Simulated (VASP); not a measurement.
A run of VASP 6.6.1 is set up as follows.

The input run.py:

```python
from ase.calculators.vasp import Vasp
from ase.io import read
from ase.optimize import BFGSLineSearch

atoms = read('POSCAR')
calc = Vasp(
    directory='calc',
    xc='r2scan',
    pp='PBE',
    setups='recommended',
    prec='Accurate',
    encut=520,
    ediff=1e-07,
    ismear=1,
    sigma=0.1,
    lreal=False,
    lasph=True,
    nelm=100,
    algo='Normal',
    isif=2,
    lwave=False,
    lcharg=False,
    lmixtau=True,
    kpts=[8, 8, 8],
    gamma=True,
)
atoms.calc = calc
opt = BFGSLineSearch(atoms, trajectory='relax.traj')
converged = opt.run(fmax=0.01, steps=40)
print('converged:', converged)

print('energy (eV):', atoms.get_potential_energy())
print('free energy (eV):', atoms.get_potential_energy(force_consistent=True))
print('forces (eV/A):')
print(atoms.get_forces())
print('stress (eV/A^3, Voigt):', atoms.get_stress())
print('Fermi level (eV):', calc.get_fermi_level())
print('cell (A, degrees):', atoms.cell.cellpar())
print('volume (A^3):', atoms.get_volume())
print('scaled positions:')
print(atoms.get_scaled_positions())
```

The input POSCAR:

```
In
1.0
   -1.6625270000      1.6242270000      2.5228490000
    1.5808080000     -1.6160450000      2.4637750000
    1.6592990000      1.6128160000     -2.5174720000
In
1
Direct
   -0.0617990000      0.0186870000     -0.0627630000
```

Potentials or basis: VASP PAW PBE potentials, release 64 (In_d).

The run is started by

```sh
$ python run.py
```

(1) Predict the band gap on the k mesh.

Results:

(1) none (metal or under the smearing width).

Caveat: the relaxation stopped at its first step, so nothing moved; the PAW data sets were made with another functional, which shifts forces and pressure a little.
